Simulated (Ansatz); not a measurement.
# Co (P6_3/mmc) in Ansatz: equation of state

Aim: energy against volume of Co in PBE, for its equilibrium volume and stiffness.

All numbers are computed with Ansatz 0.2.0; they aren't measurements. Logs are shortened: lines on timing, memory, paths and dates and some standing lists are left out, and cuts for length are marked.

### 1 The structure

Symmetry: P6_3/mmc, No. 194, hexagonal system. The conventional cell has a = 2.471 Å, b = 2.471 Å, c = 8.088 Å, α = 90.00°, β = 90.00°, γ = 120.00°. Co (site symmetry -6m2) has 12 Co at 2.47 Å as nearest neighbours. Co (site symmetry -3m) is surrounded by 12 Co at 2.47 Å.

### 2 Equation of state, PBE, collinear spin, ferromagnetic start

Potentials or basis: all-electron LAPW, scalar-relativistic.

This step only gathers the single runs of the series.

What came out:

```yaml
Equilibrium_volume: 10.92 Å³/atom
Bulk_modulus_at_fixed_shape_and_positions: 210 GPa
Pressure_derivative_of_the_bulk_modulus: 3.9
```

Energy against volume, from the lowest point:
| volume (Å³/atom) | energy (meV/atom) |
| --- | --- |
| 10.047 | 51.82 |
| 10.261 | 28.46 |
| 10.475 | 12.47 |
| 10.688 | 3.18 |
| 10.902 | 0.00 |
| 11.116 | 2.39 |
| 11.330 | 9.72 |

Caveat: the cell was scaled at fixed shape and fractional positions, which overstates the stiffness of a crystal with free parameters, most of all of layers and chains.
